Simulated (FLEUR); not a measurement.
# Collinear magnetic orders of Fe2/Cr1/Fe2 (001) trilayer with FLEUR

Aim: find out whether Fe2/Cr1/Fe2 (001) trilayer carries moments, and which collinear order costs least.

Program: FLEUR MaX-R8.1. Level of theory: PBE; all-electron FLAPW film, Dirac cores, scalar-relativistic bands. Results are calculated unless marked as measured.

**1. The starting structure**

The cell holds 5 atoms: 4 Fe and 1 Cr. Its edges and angles: a = 2.866 Å, b = 2.866 Å, c = 19.732 Å, α = 90.0°, β = 90.0°, γ = 90.0°. Layers at typed spacings, unrelaxed. Vacuum lies along c.

Coordinates:

```xyz
5
Lattice="2.8660 0.0000 0.0000 0.0000 2.8660 0.0000 0.0000 0.0000 19.7320" Properties=species:S:1:pos:R:3
Fe    0.0000    0.0000    7.0000
Fe    1.4330    1.4330    8.4330
Cr    0.0000    0.0000    9.8660
Fe    1.4330    1.4330   11.2990
Fe    0.0000    0.0000   12.7320
```

It is built of layers of Fe (space group 229) and Cr (space group 229).

**2. Run 1 (ferro ++++)**

The parallel start is the test of whether parallel moments hold.

inpgen writes inp.xml from crystal.txt; cutoffs, mixing, functional, smearing and local orbitals are then set in the file. The k list default-1 (kpts.xml, not shown) is a Γ-centred 20×20×1 mesh; where the ranks do not divide the number of points, some are split in two of half the weight.

Input file inp.xml:

```
<?xml version="1.0" encoding="UTF-8" standalone="no"?>
<fleurInput fleurInputVersion="0.39">
   <comment>
      Fe4Cr
   </comment>
   <calculationSetup>
      <cutoffs Kmax="3.68" Gmax="11.0" GmaxXC="11.0" numbands="0"/>
      <scfLoop itmax="170" minDistance="0.00001" maxIterBroyd="15" imix="Anderson" alpha="0.03" precondParam="0.0" spinf="2.0" sdNocoIR="T"/>
      <coreElectrons ctail="T" frcor="F" kcrel="0" coretail_lmax="0"/>
      <xcFunctional name="pbe" relativisticCorrections="F"/>
      <magnetism jspins="2"/>
      <soc l_soc="F" theta="0.0" phi="0.0" spav="F"/>
      <expertModes spex="0" secvar="F"/>
      <geometryOptimization l_f="F" forcealpha="1.0" forcemix="BFGS" epsdisp="0.00001" epsforce="0.00001"/>
      <ldaU l_linMix="F" mixParam="0.05" spinf="1.0"/>
   </calculationSetup>
   <cell>
      <bzIntegration valenceElectrons="78.0" mode="hist" fermiSmearingEnergy="0.00183747">
         <kPointListSelection listName="default-1"/>
         <xi:include xmlns:xi="http://www.w3.org/2001/XInclude" href="kpts.xml"> </xi:include>
      </bzIntegration>
      <xi:include xmlns:xi="http://www.w3.org/2001/XInclude" href="sym.xml"> </xi:include>
      <filmLattice scale="1.0" dVac="16.09" dTilda="18.59">
         <bravaisMatrixFilm>
            <row-1>    5.4159550731035999     0.0000000000000000</row-1>
            <row-2>    0.0000000000000000     5.4159550731035999</row-2>
         </bravaisMatrixFilm>
         <vacuumEnergyParameters vacuum="1" spinUp="-.25" spinDown="-.25"/>
      </filmLattice>
   </cell>
   <atomSpecies>
      <species name="Iron (Fe) 2.801" element="Fe" atomicNumber="26">
         <mtSphere radius="2.23" gridPoints="737" logIncrement="0.016"/>
         <atomicCutoffs lmax="8" lnonsphr="6"/>
         <electronConfig flipSpins="F">
            <coreConfig>(1s1/2) (2s1/2) (2p1/2) (2p3/2)</coreConfig>
            <valenceConfig>(3s1/2) (3p1/2) (3p3/2) (4s1/2) (3d3/2) (3d5/2)</valenceConfig>
            <stateOccupation state="(3d3/2)" spinUp="1.4005" spinDown="0.9995"/>
            <stateOccupation state="(3d5/2)" spinUp="3.0" spinDown="0.6"/>
         </electronConfig>
         <energyParameters s="4" p="4" d="3" f="4"/>
         <lo type="SCLO" l="0" n="3" eDeriv="0"/>
         <lo type="SCLO" l="1" n="3" eDeriv="0"/>
      </species>
      <species name="Chromium (Cr)" element="Cr" atomicNumber="24">
         <mtSphere radius="2.23" gridPoints="737" logIncrement="0.016"/>
         <atomicCutoffs lmax="8" lnonsphr="6"/>
         <electronConfig flipSpins="F">
            <coreConfig>(1s1/2) (2s1/2) (2p1/2) (2p3/2)</coreConfig>
            <valenceConfig>(3s1/2) (3p1/2) (3p3/2) (4s1/2) (3d3/2) (3d5/2)</valenceConfig>
            <stateOccupation state="(4s1/2)" spinUp="0.500000" spinDown="0.500000"/>
            <stateOccupation state="(3d3/2)" spinUp="1.000000" spinDown="1.000000"/>
            <stateOccupation state="(3d5/2)" spinUp="1.500000" spinDown="1.500000"/>
         </electronConfig>
         <energyParameters s="4" p="4" d="3" f="4"/>
         <lo type="SCLO" l="0" n="3" eDeriv="0"/>
         <lo type="SCLO" l="1" n="3" eDeriv="0"/>
      </species>
   </atomSpecies>
   <atomGroups>
      <atomGroup species="Iron (Fe) 2.801">
         <filmPos label="                   1">.0000000000 .0000000000 -5.4159438709</filmPos>
         <filmPos label="                   5">.0000000000 .0000000000 5.4159438709</filmPos>
         <force calculate="T" relaxXYZ="TTT"/>
      </atomGroup>
      <atomGroup species="Iron (Fe) 2.801">
         <filmPos label="                   2">1.000/2.000 1.000/2.000 -2.7079719354</filmPos>
         <filmPos label="                   4">1.000/2.000 1.000/2.000 2.7079719354</filmPos>
         <force calculate="T" relaxXYZ="TTT"/>
      </atomGroup>
      <atomGroup species="Chromium (Cr)">
         <filmPos label="                   3">.0000000000 .0000000000 .0000000000</filmPos>
         <force calculate="T" relaxXYZ="TTT"/>
      </atomGroup>
   </atomGroups>
   <output dos="F" band="F" slice="F">
      <bandDOS minEnergy="-.5*Htr" maxEnergy="0.5*Htr" sigma="0.015" storeEVData="T"/>
      <plotting iplot="0" polar="F">
         <plot TwoD="T" vec1="  1.0  0.0  0.0" vec2="  0.0  1.0  0.0" vec3="  0.0  0.0  1.0" zero="  0.0  0.0 -0.5" file="plot"/>
      </plotting>
      <moessbauerParams electricFieldGradient="F" isomerShift="F" coreHyperfine="F" valenceHyperfine="F"/>
   </output>
</fleurInput>
```

Input file crystal.txt:

```
Fe4Cr
&input film=T cartesian=F /
2.86600000000  0.00000000000  0.00000000000
0.00000000000  2.86600000000  0.00000000000
0.00000000000  0.00000000000  1.00000000000
1.8897261246
1.0 1.0 1.0

5
26 0.00000000000  0.00000000000  -5.41594387088 : 2.801
26 0.50000000000  0.50000000000  -2.70797193544 : 2.801
24 0.00000000000  0.00000000000  0.00000000000
26 0.50000000000  0.50000000000  2.70797193544 : 2.801
26 0.00000000000  0.00000000000  5.41594387088 : 2.801

&kpt div1=20 div2=20 div3=1 gamma=T /
```

Run with:

```console
$ OMP_NUM_THREADS=1 inpgen -f crystal.txt > inpgen.log  # inp.xml is then edited as shown
$ OMP_NUM_THREADS=1 mpirun -n 4 fleur_MPI > fleur.log
```

The log of the run:

```text
Welcome to FLEUR        (www.flapw.de)
      MaX-Release 8.1          (www.max-centre.eu)

 ========== k-point set info ==========
 Selected k-point list: default-1
 k-point list type: mesh
 0 x 0 x 0
 Number of k points: 68

 ------------Calculation Setup---------------------------
 Number of MPI-tasks      :            4
 Number of PE/node        :            4
 Number of OMP-threads    :            1
 k-points in parallel     :            4
 pe's per k-point         :            1
 No of k-point loops      :           17
 Eigenvalue solver        :       lapack
 Number of basis functions:          510
 Approximate size of matrices (H+S) per k-point:         0.004 GB
 --------------------------------------------------------
 Iteration:     1   Distance:      47.22277998 me/bohr^3
 Iteration:     2   Distance:      29.90903114 me/bohr^3
 Iteration:     3   Distance:      15.29460788 me/bohr^3
 Iteration:     4   Distance:      16.98980424 me/bohr^3
 Iteration:     5   Distance:      12.40852278 me/bohr^3
 Iteration:     6   Distance:       9.51409263 me/bohr^3
 Iteration:     7   Distance:       9.42403640 me/bohr^3
 Iteration:     8   Distance:       7.38616936 me/bohr^3
 Iteration:     9   Distance:       7.31640877 me/bohr^3
 Iteration:    10   Distance:       4.77171488 me/bohr^3
[... 37 iterations left out ...]
 Iteration:    48   Distance:       0.00054857 me/bohr^3
 Iteration:    49   Distance:       0.00045128 me/bohr^3
 Iteration:    50   Distance:       0.00040409 me/bohr^3
 Iteration:    51   Distance:       0.00036295 me/bohr^3
 Iteration:    52   Distance:       0.00025183 me/bohr^3
 Iteration:    53   Distance:       0.00013296 me/bohr^3
 Iteration:    54   Distance:       0.00005665 me/bohr^3
 Iteration:    55   Distance:       0.00003649 me/bohr^3
 Iteration:    56   Distance:       0.00001132 me/bohr^3
 Iteration:    57   Distance:       0.00000370 me/bohr^3

 ********************************************************************
 Run finished successfully
 Stop message:
   all done
 ********************************************************************

--- out.xml (last complete iteration) ---
<iteration numberForCurrentRun="   57" overallNumber="   57">
         [... left out ...]
         <bandgap value="0.0082668038" units="eV"/>
         <sumValenceSingleParticleEnergies value="-101.2318335312" units="Htr"/>
         <FermiEnergy value="-0.1354185991" units="Htr"/>
         <valenceDensity>
            <mtCharges spin="1">
               <mtCharge atomType="1" total="8.7356534" s="1.1758323" p="3.0940569" d="4.4580983" f="0.0059418"/>
               <mtCharge atomType="2" total="8.3796362" s="1.1853190" p="3.1567584" d="4.0242506" f="0.0104419"/>
               <mtCharge atomType="3" total="5.9977057" s="1.1378044" p="3.1161849" d="1.7278558" f="0.0123578"/>
            </mtCharges>
            <mtCharges spin="2">
               <mtCharge atomType="1" total="5.7627843" s="1.1573257" p="3.0979206" d="1.5013478" f="0.0050886"/>
               <mtCharge atomType="2" total="6.3729428" s="1.1811117" p="3.1757565" d="2.0046276" f="0.0092584"/>
               <mtCharge atomType="3" total="6.4351186" s="1.1505952" p="3.1424015" d="2.1296209" f="0.0103306"/>
            </mtCharges>
            <spinDependentCharge spin="1" total="43.7610285" interstitial="3.3861715" mtSpheres="40.2282849" vacuum1="0.0732860"/>
            <spinDependentCharge spin="2" total="34.2389717" interstitial="3.4410798" mtSpheres="30.7065729" vacuum1="0.0456595"/>
            <totalCharge value="78.0000002314"/>
         </valenceDensity>
         [... left out ...]
         <allElectronCharges>
            <spinDependentCharge spin="1" total="68.7610285" interstitial="3.3861715" mtSpheres="65.2282849" vacuum1="0.0732860"/>
            <spinDependentCharge spin="2" total="59.2389717" interstitial="3.4410798" mtSpheres="55.7065729" vacuum1="0.0456595"/>
            <totalCharge value="128.0000002327"/>
         </allElectronCharges>
         <magneticMomentsInMTSpheres units="muBohr">
            <globalMagMoment atomType="1" vec="0.00000   0.00000   2.97287"/>
            <localMagMoment atomType="1" vec="0.00000   0.00000   2.97287"/>
            <globalMagMoment atomType="2" vec="0.00000   0.00000   2.00669"/>
            <localMagMoment atomType="2" vec="0.00000   0.00000   2.00669"/>
            <globalMagMoment atomType="3" vec="0.00000   0.00000  -0.43741"/>
            <localMagMoment atomType="3" vec="0.00000   0.00000  -0.43741"/>
         </magneticMomentsInMTSpheres>
         <moessbauerParams unitsHFF="kG" unitsIS="e/bohr^3" unitsEFG="Htr/bohr^2">
         </moessbauerParams>
         <totalEnergy value="    -6141.9890403322" units="Htr">
            <sumOfEigenvalues value="    -3616.2151991133">
               <coreElectrons value="-3514.9833655821"/>
               <valenceElectrons value="-101.2318335312"/>
            </sumOfEigenvalues>
            <densityCoulombPotentialIntegral value="-9486.3021291867"/>
            <densityEffectivePotentialIntegral value="-9839.8733003968"/>
            <chargeDenXCDenIntegral value="-272.4419860242"/>
            <FockExchangeEnergyValence value="0.0000000000"/>
            <FockExchangeEnergyCore value="0.0000000000"/>
            <atomTypeDependentContributions atomType="1">
               <electronNucleiInteractionDifferentMTs value="3035.4624205250"/>
               <MadelungTerm value="-12.5709292287"/>
            </atomTypeDependentContributions>
            <atomTypeDependentContributions atomType="2">
               <electronNucleiInteractionDifferentMTs value="3038.5109942393"/>
               <MadelungTerm value="-9.7131516395"/>
            </atomTypeDependentContributions>
            <atomTypeDependentContributions atomType="3">
               <electronNucleiInteractionDifferentMTs value="1247.9713710000"/>
               <MadelungTerm value="-5.8252243656"/>
            </atomTypeDependentContributions>
            <tkbTimesEntropy value="0.0022546157"/>
            <freeEnergy value="-6141.9912949478"/>
            <extrapolationTo0K value="-6141.9901676400"/>
         </totalEnergy>
         <densityConvergence units="me/bohr^3">
            <chargeDensity spin="1" distance="0.0000025407"/>
            <chargeDensity spin="2" distance="0.0000023809"/>
            <overallChargeDensity distance="0.0000032517"/>
            <spinDensity distance="0.0000036980"/>
         </densityConvergence>
      </iteration>
```

The job ended after 3.8 min (4 MPI ranks of Arm Neoverse V2, shared host; peak memory 0.33 GiB; 15 min of CPU time).

Spin moment in the muffin-tin sphere by atom:

| atom | spin moment in the muffin-tin sphere (μB) |
| --- | --- |
| Fe1 | 2.97 |
| Fe2 | 2.01 |
| Cr3 | -0.44 |
| Fe4 | 2.01 |
| Fe5 | 2.97 |

Read from the output:

```yaml
free_energy: -167132.0974 eV
program_s_band_gap_on_this_mesh_in_a_metal_only_a_level_spacing: 0.008267 eV
magnetization: 9.522 μB
final_state: ferromagnetic, with opposed induced moments
```

After 57 cycles the largest moment stands at 2.97 μB.

(Part 1 of 2 ends here.)

[Logs and program files are shortened in this print: banners, set-up blocks, solver, clock and traceback lines can be left out without a mark of their own.]

[Logs are printed without paths, hosts, clocks, repeated set-up lines and the standing remarks that a program may print on its own settings, such as how far it seeks lower states.]

[Hosts, paths, dates, database ids (printed as entryN), source tags and the programs' standing remarks are cut or masked in the printed files.]

[Where a cell is said to come from a database of computed structures, the database is the Materials Project.]
